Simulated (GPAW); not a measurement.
**CdSe (F-43m): G0W0 on several meshes in GPAW**

How does the mesh move the gap of CdSe (F-43m)?

Calculated with GPAW 26.7.0; PBE and many-body steps on it, plane waves.

Report form: the programs' logs are mostly left out.

## Step 1: Set-up

Symmetry: F-43m, No. 216, cubic system. Conventional cell: a = 6.141 Å, b = 6.141 Å, c = 6.141 Å, α = 90.00°, β = 90.00°, γ = 90.00°. Cd has 4 Se at 2.66 Å nearest. Nearest to Se lie 4 Cd at 2.66 Å. Farther neighbours and most contacts between anions are not listed.

Structure file:

```xyz
2
Lattice="0.0000 3.0703 3.0703 3.0703 0.0000 3.0703 3.0703 3.0703 0.0000" Properties=species:S:1:pos:R:3 pbc="T T T"
Cd    0.0000    0.0000    0.0000
Se    4.6054    4.6054    4.6054
```

The cell and positions are those that the Materials Project relaxed with its own functionals (PBE, PBE+U or r2SCAN), kept fixed.

## Step 2: Empty states on the mesh, 4×4×4 mesh, 692 bands

This step: GPAW 26.7.0; DFT, PBE, plane waves, PAW.

The sums over transitions need many empty states on a uniform mesh; this step solves for them.

File run.py:

```python
import json
import numpy as np
from gpaw.mpi import world
from gpaw import GPAW

calc = GPAW('gs.gpw').fixed_density(kpts={'size': (4, 4, 4), 'gamma': True},
    parallel={'domain': 1, 'band': 1},
    txt='nscf.txt')
calc.diagonalize_full_hamiltonian(nbands=692)
calc.write('full.gpw', mode='all')
res = {}
kpts = calc.get_ibz_k_points()
res['kpts'] = kpts
res['eigenvalues'] = [calc.get_eigenvalues(kpt=k) for k in range(len(kpts))]
res['n_electrons'] = calc.get_number_of_electrons()

if world.rank == 0:
    with open('result.json', 'w') as f:
        json.dump(res, f, default=lambda x: x.tolist())
```

Command:

```console
mpirun -n 4 gpaw python run.py
```

Run time: 12 s. Hardware: 4 MPI ranks of Intel Xeon 6975P-C (Granite Rapids), shared host; peak memory 1.2 GiB.

This step gave:

| Item | Value |
| --- | --- |
| gap | 0.5427 eV |
| k of the valence top | 0, 0, 0 |
| k of the conduction bottom | 0, 0, 0 |
| least direct gap | 0.5427 eV |
| k points computed | 8 |
| lowest point of the top converged band, above the valence top | 289.1974 eV |

On this mesh the gap is 0.543 eV.

## Step 3: 4×4×4

Now the one-shot GW correction: screening in the RPA, then the self-energy of the levels asked for.

This step: G0W0 on PBE, plane waves, PAW.

File run.py:

```python
import json
import numpy as np
from gpaw.mpi import world
from gpaw.response.g0w0 import G0W0

gw = G0W0('full.gpw',
    filename='gw',
    kpts=[0],
    bands=(7, 11),
    ecut=90,
    nbands=112,
    integrate_gamma='WS',
    ppa=True)
gw.calculate()
res = {mode: {k: v for k, v in r.items() if k != 'sigma_eskwn'}
       for mode, r in gw.all_results.items()}

if world.rank == 0:
    with open('result.json', 'w') as f:
        json.dump(res, f, default=lambda x: x.tolist())
```

Command:

```console
mpirun -n 4 gpaw python run.py
```

It took 29 s on 4 MPI ranks; peak memory 1.3 GiB; 1.9 min of CPU time.

Numbers from this step:

```
G0W0 gap on the points computed              : 1.224 eV
least direct G0W0 gap on the computed points : 1.224 eV
Z at the valence top                         : 0.7855
Z at the conduction bottom                   : 0.8074
starting gap on the mesh                     : 0.5427 eV
k of the valence top                         : 0, 0, 0
k of the conduction bottom                   : 0, 0, 0
```

The gap on the mesh goes from 0.54 eV to 1.22 eV, a correction of +0.68 eV.

## Step 4: Empty states on the mesh, 6×6×6 mesh, 122 bands

This step: DFT, PBE, plane waves, PAW.

File run.py:

```python
import json
import numpy as np
from gpaw.mpi import world
from gpaw import GPAW

calc = GPAW('gs.gpw').fixed_density(kpts={'size': (6, 6, 6), 'gamma': True},
    parallel={'domain': 1, 'band': 1},
    txt='nscf.txt')
calc.diagonalize_full_hamiltonian(nbands=122)
calc.write('full.gpw', mode='all')
res = {}
kpts = calc.get_ibz_k_points()
res['kpts'] = kpts
res['eigenvalues'] = [calc.get_eigenvalues(kpt=k) for k in range(len(kpts))]
res['n_electrons'] = calc.get_number_of_electrons()

if world.rank == 0:
    with open('result.json', 'w') as f:
        json.dump(res, f, default=lambda x: x.tolist())
```

Command:

```console
mpirun -n 4 gpaw python run.py
```

Elapsed: 16 s, on 4 MPI ranks; peak memory 1.3 GiB.

This step gave:

```
gap                                                           : 0.5427 eV
k of the valence top                                          : 0, 0, 0
k of the conduction bottom                                    : 0, 0, 0
least direct gap                                              : 0.5427 eV
k points computed                                             : 16
lowest point of the top converged band, above the valence top : 80.5657 eV
```

On this mesh the gap is 0.543 eV.

## Step 5: 6×6×6

This step: G0W0 on PBE, plane waves, PAW.

File run.py:

```python
import json
import numpy as np
from gpaw.mpi import world
from gpaw.response.g0w0 import G0W0

gw = G0W0('full.gpw',
    filename='gw',
    kpts=[0],
    bands=(7, 11),
    ecut=90,
    nbands=112,
    integrate_gamma='WS',
    ppa=True)
gw.calculate()
res = {mode: {k: v for k, v in r.items() if k != 'sigma_eskwn'}
       for mode, r in gw.all_results.items()}

if world.rank == 0:
    with open('result.json', 'w') as f:
        json.dump(res, f, default=lambda x: x.tolist())
```

Command:

```console
mpirun -n 4 gpaw python run.py
```

Run time: 2.2 min. Hardware: 4 MPI ranks; peak memory 1.6 GiB.

Numbers from this step:

```yaml
g0w0_gap_on_the_points_computed: 1.244 eV
least_direct_g0w0_gap_on_the_computed_points: 1.244 eV
z_at_the_valence_top: 0.7891
z_at_the_conduction_bottom: 0.8116
starting_gap_on_the_mesh: 0.5427 eV
k_of_the_valence_top: 0, 0, 0
k_of_the_conduction_bottom: 0, 0, 0
```

Against G0W0 in GPAW (4×4×4 mesh, 112 bands, screening to 90 eV, Godby-Needs plasmon pole), the gap moves by +0.020 eV.

## Step 6: Side by side

Times are wall times on 4 MPI ranks of Intel Xeon 6975P-C (Granite Rapids), shared host, good to a factor of about two.

```tsv
run	mesh	bands	screening cutoff (eV)	DFT gap (eV)	gap on the mesh (eV)	direct (eV)	time
4×4×4	4×4×4	112	90	0.543	1.224	1.224	29 s
6×6×6	6×6×6	112	90	0.543	1.244	1.244	2.2 min
```

## Step 7: Outcome

* 4×4×4: 1.224 eV
* 6×6×6: 1.244 eV
* known limits: not at the basis limit; no spin-orbit coupling; coarse k mesh

What this shows: 6×6×6: +0.020 eV against 4×4×4. Bands and cutoff are finite, so the gap is not at the basis limit. The miss can reach some tenths of an eV and take either sign; the mesh is an error of its own. These stock PAW sets were not made for GW; the filled d or f shell of Se lies in the frozen core, which bears on start and correction. In the G0W0 runs levels were corrected at 1 k point alone, so a gap called «on the mesh» is the least over those, and an edge elsewhere would be missed. The 4×4×4 mesh is coarse for this cell, which bears on the long-range parts of exchange and screening. The many-body steps are scalar-relativistic: spin-orbit coupling is not in them.

[Paths, hosts, dates, memory and timing lines, banners, echoed tables and standing remarks are left out of the program output.]

[Logs are printed without paths, hosts, clocks, repeated set-up lines and the standing remarks that a program may print on its own settings, such as how far it seeks lower states.]

[Runs of the session that timed out or met a known fault of the program may be left out.]

[Hosts, paths, dates, database ids (printed as entryN), source tags and the programs' standing remarks are cut or masked in the printed files.]
